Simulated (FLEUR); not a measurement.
# As (Pm-3m) in FLEUR: convergence with k mesh

Aim: find how far k mesh must go before the results for As settle, at PBE. This setting moves, with any that are tied to it; all else stays.

Everything below comes from runs of FLEUR MaX-R8.1 (later development tree). Logs are shortened: lines on timing, memory, paths and dates and some standing lists are left out, and cuts for length are marked.

## Step 1: The structure

It takes space group Pm-3m (No. 221, cubic). The conventional cell has a = 2.704 Å, b = 2.704 Å, c = 2.704 Å, α = 90.00°, β = 90.00°, γ = 90.00°. Around As (site symmetry m-3m) lie 6 As at 2.70 Å.

This isn't the form of As at room conditions, which is rhombohedral.

## Step 2: With k mesh 2 × 2 × 2

Input file inp.xml:

```xml
<?xml version="1.0" encoding="UTF-8" standalone="no"?>
<fleurInput fleurInputVersion="0.39">
   <comment>
      As                                                                                                  
   </comment>
   <calculationSetup>
      <cutoffs Kmax="4.14" Gmax="12.8" GmaxXC="12.8" numbands="0"/>
      <scfLoop itmax="60" minDistance="0.00001" maxIterBroyd="15" imix="Anderson" alpha="0.05" precondParam="0.0" spinf="2.0" sdNocoIR="T"/>
      <coreElectrons ctail="T" frcor="F" kcrel="0" coretail_lmax="0"/>
      <xcFunctional name="pbe" relativisticCorrections="F"/>
      <magnetism jspins="1"/>
      <soc l_soc="F" theta="0.0" phi="0.0" spav="F"/>
      <expertModes spex="0" secvar="F"/>
      <geometryOptimization l_f="T" forcealpha="1.0" forcemix="BFGS" epsdisp="0.0005" epsforce="0.0002"/>
      <ldaU l_linMix="F" mixParam="0.05" spinf="1.0"/>
   </calculationSetup>
   <cell>
      <bzIntegration valenceElectrons="21.0" mode="hist" fermiSmearingEnergy="0.00183747">
         <kPointListSelection listName="default-1"/>
         <!-- k-points included here -->
         <xi:include xmlns:xi="http://www.w3.org/2001/XInclude" href="kpts.xml"> </xi:include>
      </bzIntegration>
      <!-- symmetry operations included here -->
      <xi:include xmlns:xi="http://www.w3.org/2001/XInclude" href="sym.xml"> </xi:include>
      <bulkLattice scale="1.0">
         <bravaisMatrix>
            <row-1>    5.1092180249967791     0.0000000000000000     0.0000000000000000</row-1>
            <row-2>    0.0000000000000000     5.1092180249967791     0.0000000000000000</row-2>
            <row-3>    0.0000000000000000     0.0000000000000000     5.1092180249967791</row-3>
         </bravaisMatrix>
      </bulkLattice>
   </cell>
   <atomSpecies>
      <species name="Arsenic (As)" element="As" atomicNumber="33">
         <mtSphere radius="2.37" gridPoints="783" logIncrement="0.016"/>
         <atomicCutoffs lmax="9" lnonsphr="9"/>
         <electronConfig flipSpins="F">
            <coreConfig>(1s1/2) (2s1/2) (2p1/2) (2p3/2) (3s1/2)</coreConfig>
            <valenceConfig>(3p1/2) (3p3/2) (4s1/2) (3d3/2) (3d5/2) (4p1/2) (4p3/2)</valenceConfig>
            <stateOccupation state="(4p1/2)" spinUp="0.500000" spinDown="0.500000"/>
            <stateOccupation state="(4p3/2)" spinUp="1.000000" spinDown="1.000000"/>
         </electronConfig>
         <energyParameters s="4" p="4" d="3" f="4"/>
         <lo type="SCLO" l="1" n="3" eDeriv="0"/>
         <lo type="SCLO" l="1" n="3" eDeriv="1"/>
         <lo type="HELO" l="2" n="4" eDeriv="0"/>
         <lo type="HELO" l="2" n="4" eDeriv="1"/>
         <lo type="SCLO" l="0" n="4" eDeriv="2"/>
         <lo type="SCLO" l="3" n="4" eDeriv="2"/>
      </species>
   </atomSpecies>
   <atomGroups>
      <atomGroup species="Arsenic (As)">
         <relPos label="                   1">1.000/2.000 1.000/2.000 1.000/2.000</relPos>
         <force calculate="T" relaxXYZ="TTT"/>
      </atomGroup>
   </atomGroups>
   <output dos="F" band="F" slice="F">
      <checks vchk="F" cdinf="F"/>
      <bandDOS minEnergy="-.5*Htr" maxEnergy="0.5*Htr" sigma="0.015" storeEVData="T"/>
      <vacuumDOS vacdos="F" integ="F" star="F" nstars="0" locx1="0.0" locy1="0.0" locx2="0.0" locy2="0.0" nstm="0" tworkf="0.0"/>
      <unfoldingBand unfoldBand="F" supercellX="1" supercellY="1" supercellZ="1"/>
      <plotting iplot="0" polar="F">
         <plot TwoD="T" vec1="  1.0  0.0  0.0" vec2="  0.0  1.0  0.0" vec3="  0.0  0.0  1.0" zero="  0.0  0.0  0.0" file="plot"/>
      </plotting>
      <chargeDensitySlicing numkpt="0" minEigenval="0.0" maxEigenval="0.0" nnne="0" pallst="F"/>
      <specialOutput eonly="F"/>
      <moessbauerParams electricFieldGradient="T" isomerShift="T" coreHyperfine="T" valenceHyperfine="T"/>
      <magneticCircularDichroism mcd="F" energyLo="-10.0" energyUp="0.0"/>
   </output>
  <!-- We include the file relax.xml here to enable relaxations (see documentation) -->
  <xi:include xmlns:xi="http://www.w3.org/2001/XInclude" href="relax.xml"> <xi:fallback/> </xi:include>
</fleurInput>
```

Input file crystal.txt:

```
As
&input cartesian=F /
2.7036817444  0.0000000000  0.0000000000
0.0000000000  2.7036817444  0.0000000000
0.0000000000  0.0000000000  2.7036817444
1.8897261246
1.0 1.0 1.0

1
33 0.5000000000  0.5000000000  0.5000000000

&kpt div1=2 div2=2 div3=2 gamma=T /
```

Potentials or basis: all-electron, FLAPW.

Run with:

```sh
$ inpgen -f crystal.txt -profile fastHighL
$ # inp.xml edited to the form shown
$ fleur_MPI
```

Run time: 4.5 s. Hardware: 1 thread of Arm Neoverse V2, shared host; peak memory 0.05 GiB.

Results:

```
Free energy                                           : -61529.3684 eV
Valence electrons inside the program's atomic spheres : As 19.38 (radii As 2.37 bohr)
```

## Step 3: With k mesh 4 × 4 × 4

inp.xml is that of step 2.

crystal.txt, as its differences from that of step 2:

```diff
@@ -11,2 +11,2 @@
 
-&kpt div1=2 div2=2 div3=2 gamma=T /
+&kpt div1=4 div2=4 div3=4 gamma=T /
```

Potentials or basis: all-electron, FLAPW.

Run with:

```sh
$ inpgen -f crystal.txt -profile fastHighL
$ # inp.xml edited to the form shown
$ fleur_MPI
```

Run time: 5.2 s. Hardware: 1 thread of Arm Neoverse V2, shared host; peak memory 0.05 GiB.

Results:

* Free energy: -61526.6364 eV
* Band gap on the k mesh: none (metal or under the smearing width)
* Valence electrons inside the program's atomic spheres: As 19.29 (radii As 2.37 bohr)

## Step 4: With k mesh 6 × 6 × 6

inp.xml is that of step 3.

crystal.txt, as its differences from that of step 3:

```diff
@@ -11,2 +11,2 @@
 
-&kpt div1=4 div2=4 div3=4 gamma=T /
+&kpt div1=6 div2=6 div3=6 gamma=T /
```

Run with:

```sh
$ inpgen -f crystal.txt -profile fastHighL
$ # inp.xml edited to the form shown
$ fleur_MPI
```

Run time: 7.5 s. Hardware: 1 thread of Arm Neoverse V2, shared host; peak memory 0.05 GiB.

What came out:

```yaml
Free_energy: -61527.0989 eV
Band_gap_on_the_k_mesh: none (metal or under the smearing width)
Valence_electrons_inside_the_program's_atomic_spheres: As 19.31 (radii As 2.37 bohr)
```

## Step 5: With k mesh 7 × 7 × 7

inp.xml is that of step 4.

crystal.txt, as its differences from that of step 4:

```diff
@@ -11,2 +11,2 @@
 
-&kpt div1=6 div2=6 div3=6 gamma=T /
+&kpt div1=7 div2=7 div3=7 gamma=T /
```

Run with:

```sh
$ inpgen -f crystal.txt -profile fastHighL
$ # inp.xml edited to the form shown
$ fleur_MPI
```

Wall time 7.5 s (1 thread of Arm Neoverse V2, shared host); peak memory 0.05 GiB.

What came out:

```yaml
Free_energy: -61527.1102 eV
Band_gap_on_the_k_mesh: none (metal or under the smearing width)
Valence_electrons_inside_the_program's_atomic_spheres: As 19.31 (radii As 2.37 bohr)
```

## Step 6: With k mesh 8 × 8 × 8

inp.xml is that of step 5.

crystal.txt, as its differences from that of step 5:

```diff
@@ -11,2 +11,2 @@
 
-&kpt div1=7 div2=7 div3=7 gamma=T /
+&kpt div1=8 div2=8 div3=8 gamma=T /
```

Potentials or basis: all-electron, FLAPW.

Run with:

```sh
$ inpgen -f crystal.txt -profile fastHighL
$ # inp.xml edited to the form shown
$ fleur_MPI
```

Run time: 11 s. Hardware: 1 thread of Arm Neoverse V2, shared host; peak memory 0.05 GiB.

What came out:

```
Free energy                                           : -61527.0529 eV
Band gap on the k mesh                                : none (metal or under the smearing width)
Valence electrons inside the program's atomic spheres : As 19.31 (radii As 2.37 bohr)
```

## Step 7: With k mesh 10 × 10 × 10

inp.xml is that of step 6.

crystal.txt, as its differences from that of step 6:

```diff
@@ -11,2 +11,2 @@
 
-&kpt div1=8 div2=8 div3=8 gamma=T /
+&kpt div1=10 div2=10 div3=10 gamma=T /
```

Run with:

```sh
$ inpgen -f crystal.txt -profile fastHighL
$ # inp.xml edited to the form shown
$ fleur_MPI
```

It took 15 s on 1 thread of Arm Neoverse V2, shared host; peak memory 0.06 GiB.

Results:

| Item | Value |
| --- | --- |
| Free energy | -61527.0878 eV |
| Band gap on the k mesh | none (metal or under the smearing width) |
| Valence electrons inside the program's atomic spheres | As 19.31 (radii As 2.37 bohr) |

## Step 8: With k mesh 12 × 12 × 12

inp.xml is that of step 7.

crystal.txt, as its differences from that of step 7:

```diff
@@ -11,2 +11,2 @@
 
-&kpt div1=10 div2=10 div3=10 gamma=T /
+&kpt div1=12 div2=12 div3=12 gamma=T /
```

Run with:

```sh
$ inpgen -f crystal.txt -profile fastHighL
$ # inp.xml edited to the form shown
$ fleur_MPI
```

Wall time 21 s (1 thread of Arm Neoverse V2, shared host); peak memory 0.06 GiB.

Results:

```
Free energy                                           : -61527.0580 eV
Band gap on the k mesh                                : none (metal or under the smearing width)
Valence electrons inside the program's atomic spheres : As 19.31 (radii As 2.37 bohr)
```

## Step 9: With k mesh 15 × 15 × 15

inp.xml is that of step 8.

crystal.txt, as its differences from that of step 8:

```diff
@@ -11,2 +11,2 @@
 
-&kpt div1=12 div2=12 div3=12 gamma=T /
+&kpt div1=15 div2=15 div3=15 gamma=T /
```

Potentials or basis: all-electron, FLAPW.

Run with:

```sh
$ inpgen -f crystal.txt -profile fastHighL
$ # inp.xml edited to the form shown
$ fleur_MPI
```

Log:

```text
Welcome to FLEUR        (www.flapw.de)
      MaX-Release 8.1          (www.max-centre.eu)

 ========== k-point set info ==========
 Selected k-point list: default-1
 k-point list type: mesh
 15 x 15 x 15
 Number of k points: 120

 ------------Calculation Setup---------------------------
 Number of MPI-tasks      :            1
 Number of PE/node        :            1
 Number of OMP-threads    :            1
 Most efficient MPI parallelization for:
           1           2           3           4           5           6           8          10          12          15          20          24          30          40          60         120
 Additional eigenvalue parallelization possible
 Number of basis functions:          213
 Approximate size of matrices (H+S) per k-point:         0.001 GB
 --------------------------------------------------------
 Iteration:     1   Distance:       4.36663596 me/bohr^3
 Iteration:     2   Distance:       4.09630626 me/bohr^3
 Iteration:     3   Distance:       1.35107253 me/bohr^3
 Iteration:     4   Distance:       0.15427215 me/bohr^3
 Iteration:     5   Distance:       0.10819865 me/bohr^3
 Iteration:     6   Distance:       0.00979499 me/bohr^3
 Iteration:     7   Distance:       0.00732199 me/bohr^3
 Iteration:     8   Distance:       0.00079593 me/bohr^3
 Iteration:     9   Distance:       0.00010860 me/bohr^3
 Iteration:    10   Distance:       0.00007609 me/bohr^3
 Iteration:    11   Distance:       0.00000545 me/bohr^3

 ********************************************************************
 Run finished successfully
 Stop message:
   Structural relaxation: Done
 ********************************************************************
```

out.xml (last iteration):

```text
<iteration numberForCurrentRun="   12" overallNumber="   12">
         <energyParameters units="Htr">
            <atomicEP atomType="1" spin="1" branch="4s" branchLowest="-6.52" branchHighest="0.50" value="-0.1212978143"/>
            <atomicEP atomType="1" spin="1" branch="4p" branchLowest="-4.44" branchHighest="1.14" value="0.1651902014"/>
            <atomicEP atomType="1" spin="1" branch="3d" branchLowest="-9.99" branchHighest="-1.02" value="-1.0153413301"/>
            <atomicEP atomType="1" spin="1" branch="4f" branchLowest="-9.99" branchHighest="3.10" value="0.5693557063"/>
            <loAtomicEP atomType="1" spin="1" branch="3p" branchLowest="-47.42" branchHighest="-4.44" value="-4.4450342621"/>
            <loAtomicEP atomType="1" spin="1" branch="3p" branchLowest="-47.42" branchHighest="-4.44" value="-4.4450342621"/>
            <heloAtomicEP atomType="1" spin="1" branch="4d" branchLowest="1.72" branchHighest="1.72" value="1.7185705023"/>
            <heloAtomicEP atomType="1" spin="1" branch="4d" branchLowest="1.72" branchHighest="1.72" value="1.7185705023"/>
            <loAtomicEP atomType="1" spin="1" branch="4s" branchLowest="-6.52" branchHighest="0.50" value="-0.1212978143"/>
            <loAtomicEP atomType="1" spin="1" branch="4f" branchLowest="-9.99" branchHighest="3.10" value="0.5693588139"/>
         </energyParameters>
         <eigenvalues>
            <eigenvaluesAt spin="1" ikpt="1" k_x="0.00000000" k_y="0.00000000" k_z="0.00000000">
                      -4.4424259799       -4.4424259799       -4.4424259799       -1.0286485244       -1.0286485244
                      -1.0248694143       -1.0248694143       -1.0248694143       -0.2542369720        0.4489400585
                       0.4489400585        0.4489400585        0.6121536939        0.6121536939        0.6843287940
                       1.2633015228        1.2633015228
            </eigenvaluesAt>
            <eigenvaluesAt spin="1" ikpt="2" k_x="0.00000000" k_y="0.00000000" k_z="0.06666667">
                      -4.4424282856       -4.4424257928       -4.4424257928       -1.0286417695       -1.0285002859
                      -1.0249090482       -1.0249090482       -1.0248656343       -0.2512255238        0.4090586901
                       0.4516010730        0.4516010730        0.6149113506        0.6412469018        0.7035464465
                       1.1924763867        1.1924763867
            </eigenvaluesAt>
            <eigenvaluesAt spin="1" ikpt="3" k_x="0.00000000" k_y="0.00000000" k_z="0.13333333">
                      -4.4424352500       -4.4424253635       -4.4424253635       -1.0286226497       -1.0280900245
                      -1.0250284650       -1.0250284650       -1.0248555633       -0.2422556313        0.3361767620
                       0.4594227541        0.4594227541        0.6231094339        0.6673016660        0.7750016551
                       1.1111216636        1.1111216636
            </eigenvaluesAt>
            <eigenvaluesAt spin="1" ikpt="4" k_x="0.00000000" k_y="0.00000000" k_z="0.20000000">
                      -4.4424455359       -4.4424246906       -4.4424246906       -1.0285881893       -1.0274838875
                      -1.0252043230       -1.0252043230       -1.0248410622       -0.2275585682        0.2609627951
                       0.4718752454        0.4718752454        0.6364862148        0.6860666641        0.8685629609
                       1.0363741478        1.0363741478
            </eigenvaluesAt>
         </eigenvalues>
         <bandgap value="0.0167442568" units="eV"/>
         <sumValenceSingleParticleEnergies value="-36.5688218908" units="Htr"/>
         <FermiEnergy value="0.2980201607" units="Htr"/>
         <valenceDensity>
            <mtCharges spin="1">
               <mtCharge atomType="1" total="19.3064578" s="1.4912008" p="7.7165926" d="10.0828864" f="0.0132566"/>
            </mtCharges>
            <spinDependentCharge spin="1" total="21.0000000" interstitial="1.6935422" mtSpheres="19.3064578"/>
            <totalCharge value="21.0000000000"/>
         </valenceDensity>
         <coreStates atomType="     1" atomicNumber=" 33" spin="1" kinEnergy="   1996.3455405430" eigValSum="  -1266.1430433749" lostElectrons=" 0.000008">
            <state n="1" l="0" j="0.5" energy="-430.0958377706" weight="1.0000000000"/>
            <state n="2" l="0" j="0.5" energy="-54.1503179115" weight="1.0000000000"/>
            <state n="2" l="1" j="0.5" energy="-48.3298102907" weight="1.0000000000"/>
            <state n="2" l="1" j="1.5" energy="-46.9859877985" weight="2.0000000000"/>
            <state n="3" l="0" j="0.5" energy="-6.5235801176" weight="1.0000000000"/>
         </coreStates>
         <allElectronCharges>
            <spinDependentCharge spin="1" total="33.0000000" interstitial="1.6935504" mtSpheres="31.3064496"/>
            <totalCharge value="32.9999999972"/>
         </allElectronCharges>
         <moessbauerParams unitsHFF="kG" unitsIS="e/bohr^3" unitsEFG="Htr/bohr^2">
            <coreIsomerShift atomType="1" isTotal="35757.53865">
               <shell n="1" l="0" isomerShift="31973.88796"/>
               <shell n="2" l="0" isomerShift="3248.01331"/>
               <shell n="2" l="1" isomerShift="30.58385"/>
               <shell n="3" l="0" isomerShift="505.05353"/>
            </coreIsomerShift>
            <isomerShift atomType="1" nucleusRadius="0.0000996" averageDensity="35802.58934"/>
            <electricFieldGradient atomType="1" VXX="0.00000" VYY="0.00000" VZZ="0.00000" asymParam="0.00000">
            </electricFieldGradient>
         </moessbauerParams>
         <totalEnergy                                    value="    -2261.0780194424" units="Htr">
            <sumOfEigenvalues                            value="    -1302.7118652657">
               <coreElectrons value="-1266.1430433749"/>
               <valenceElectrons value="-36.5688218908"/>
            </sumOfEigenvalues>
            <densityCoulombPotentialIntegral value="-3505.0418254098"/>
            <densityEffectivePotentialIntegral value="-3614.1533114242"/>
            <chargeDenXCDenIntegral value="-83.8609001143"/>
            <FockExchangeEnergyValence value="0.0000000000"/>
            <FockExchangeEnergyCore value="0.0000000000"/>
            <atomTypeDependentContributions atomType="1">
               <electronNucleiInteractionDifferentMTs value="2720.3126162455"/>
               <MadelungTerm value="-15.8250365363"/>
            </atomTypeDependentContributions>
            <tkbTimesEntropy value="0.0001607829"/>
            <freeEnergy value="-2261.0781802253"/>
            <extrapolationTo0K value="-2261.0780998339"/>
         </totalEnergy>
         <totalForcesOnRepresentativeAtoms units="Htr/bohr">
            <forceTotal atomType="1" x="2.554609" y="2.554609" z="2.554609" F_x="0.00000000" F_y="0.00000000" F_z="0.00000000"/>
         </totalForcesOnRepresentativeAtoms>
      </iteration>
```

It took 30 s on 1 thread of Arm Neoverse V2, shared host; peak memory 0.06 GiB.

Results:

| Quantity | Value |
| --- | --- |
| Free energy | -61527.0717 eV |
| Band gap on the k mesh | none (metal or under the smearing width) |
| Valence electrons inside the program's atomic spheres | As 19.31 (radii As 2.37 bohr) |

## Step 10: Result

```csv
k mesh,"energy less the tightest run, at zero smearing (meV/atom)",SCF cycles,CPU time (s),peak memory (GiB)
2 × 2 × 2,-2298.90,14,4.5,0.05
4 × 4 × 4,437.77,12,5.2,0.05
6 × 6 × 6,-26.78,12,7.5,0.05
7 × 7 × 7,-38.57,12,7.5,0.05
8 × 8 × 8,20.15,12,11,0.05
10 × 10 × 10,-17.14,12,15,0.06
12 × 12 × 12,14.12,12,21,0.06
15 × 15 × 15,0.00,12,30,0.06
```

Not settled before the last step: the energy (to 1 meV/atom). Meshes of other sizes hit other points, so gaps and Fermi surfaces needn't settle smoothly. The tightest run that finished is the yardstick and may itself not be fully converged.
